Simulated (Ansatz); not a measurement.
Runs of Ansatz 0.2.0 on AgBr. It takes space group Fm-3m (No. 225, cubic). The conventional cell has a = 5.740 Å, b = 5.740 Å, c = 5.740 Å, α = 90.00°, β = 90.00°, γ = 90.00°. Ag (site symmetry m-3m) is surrounded by 6 Br at 2.87 Å. Br (site symmetry m-3m) has 6 Ag at 2.87 Å as nearest neighbours. 

```csv
task,level,cell,smearing,gap on the mesh (eV),pressure (GPa),relaxed volume (Å³/atom)
relaxation of cell and atoms,BLYP+D4,relaxed,fermi-dirac 0.05 eV,0.72,0.0,24.25
relaxation of cell and atoms,BLYP+D3(BJ),relaxed,fermi-dirac 0.05 eV,0.72,0.0,(a)
single point,PBE,as given,gaussian 0.029 eV,0.67,2.3,-
single point,PBE,as given,gaussian 0.03 eV,0.67,2.3,-
```

Alike in all rows: potentials or basis Ansatz PAW; no spin polarisation; k mesh 8 × 8 × 8; cutoff (eV) 420.

Problem. Estimate the missing entries.

Solution. (a) 23.79.

Caveats: the plane-wave basis is chosen anew once the cell has moved, so the energies of steps on either side of that aren't comparable (some runs); the PAW data sets come from PBE, with cores solved anew for the run's functional, which leaves a small shift of forces and pressure (some runs).

A k mesh can miss the band edges, and the runs leave out spin-orbit coupling on Ag, Br.
